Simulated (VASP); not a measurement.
A run of VASP 6.6.1 is set up as follows.

Contents of INCAR:

```
PREC = Accurate
ENCUT = 520
EDIFF = 1E-6
ISMEAR = 0
SIGMA = 0.1
LREAL = F
LASPH = T
NELM = 100
ALGO = Fast
ISIF = 2
LWAVE = F
LCHARG = F
GGA = PE
NBANDS = 26
```

KPOINTS

```
Automatic mesh
0
Gamma
  6 6 6
```

File POSCAR:

```
Nb
1.0
    1.4241189952      0.8222154852      7.9111027007
   -1.4241189952      0.8222154852      7.9111027007
    0.0000000000     -1.6444309704      7.9111027007
Nb
3
Direct
    0.0000000000      0.0000000000      0.0000000000
    0.2223819675      0.2223819675      0.2223819675
    0.7776180325      0.7776180325      0.7776180325
```

Potentials or basis: VASP PAW PBE potentials, release 64 (Nb_sv).

Command:

```sh
$ cat potpaw_PBE.64/Nb_sv/POTCAR > POTCAR
$ mpirun -np 1 vasp_std > vasp.out
```

Question: What does it give for the band gap on the k mesh?

Answer: None (metal or under the smearing width).

Question: What does it give for the pressure?

Answer: -0.3 GPa.

Stress tensor (GPa, compression positive):
```
-0.26  0.00  0.00
 0.00 -0.26  0.00
 0.00  0.00 -0.50
```

Caveat: the k mesh is coarse (spacing up to 0.43 Å⁻¹), so the values aren't converged.
